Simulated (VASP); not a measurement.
Runs of VASP 6.6.1 on AlN. The structure is orthorhombic, space group Fmm2 (No. 42). Conventional cell: a = 3.662 Å, b = 4.211 Å, c = 4.394 Å, α = 90.00°, β = 90.00°, γ = 90.00°. Around Al (site symmetry mm2) lie 5 N at 1.84 to 2.12 Å. Around N (site symmetry mm2) lie 5 Al at 1.84 to 2.12 Å. The cell was built by a generator and needn't be a form met in nature.

```csv
task,cell,cutoff (eV),target pressure,gap on the mesh (eV),pressure (GPa),largest force (eV/Å)
single point,"Cmc2_1, 8.47 Å³/atom",520,-,(b),10.0,-
relaxation of cell and atoms,relaxed to 10 GPa,600,10 GPa,3.18,10.0,0.01
single point,"I4mm, 8.48 Å³/atom",520,-,(a),10.1,0.01
single point,"P6_3/mmc, 9.35 Å³/atom",520,-,3.75,10.0,-
single point,"Cmc2_1, 9.23 Å³/atom",520,-,3.17,10.0,0.01
```

Alike in all rows: level PBEsol; potentials or basis VASP PAW PBE potentials, release 64 (Al, N); no spin polarisation; k mesh 9 × 9 × 7; smearing gaussian 0.01 eV.

Problem. Fill in the values left out.

Solution. (a) 4.38; (b) 3.82.

Caveats: the PAW data sets were made with another functional, which shifts forces and pressure a little; an odd mesh through Γ misses points on the zone boundary, where band edges often lie; the cell is relaxed towards a set pressure, so the enthalpy falls and the energy may rise (some runs).
